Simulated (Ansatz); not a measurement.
Reactions of methyl acrylate (`C=CC(=O)OC`).

Computed with Ansatz on PBE0-D4/def2-TZVP structures; ΔE is electronic, products minus reactants. CCSD(T)/CBS is the MP2 limit (def2-TZVPP, def2-QZVPP) plus CCSD(T) − MP2 in def2-TZVPP, frozen cores. This one scheme is used for every species. Functionals use def2-TZVPP. B3LYP here is the variant with VWN-RPA as its local correlation; programs differ in this. Triplets are unrestricted, without spin–orbit coupling. For Ge outer-core shells are correlated without core-valence functions, which leaves a few kJ/mol of doubt a bond. Scalar relativity is left out up to krypton. Each species was taken in one conformer, which may not be the lowest.

```csv
reaction,CCSD(T)/CBS(def2) (kJ/mol)
methyl acrylate + HCl → `C=CC(=O)Cl` + CH₃OH,59
methyl acrylate + propene → methyl methacrylate + ethylene,?
methyl acrylate → `O=CC1(O)CC1`,72
methyl acrylate + `O=CCO` → `COCC=O` + `C=CC(=O)O`,?
methyl acrylate → `CC(=O)/C=C\O`,-25
methyl acrylate → `[CH2]` (triplet) + `C=CC(=O)O`,395
methyl acrylate + `[NH2][GeH3]` → `C=C[NH][GeH3]` + `COC=O`,36
```

Fill in the missing values. (Estimate.)

Ansatz gave: methyl acrylate + propene → methyl methacrylate + ethylene: -0.5 kJ/mol; methyl acrylate + `O=CCO` → `COCC=O` + `C=CC(=O)O`: +15.8 kJ/mol.

Largest T1 diagnostic: 0.017, for `CC(=O)/C=C\O`.
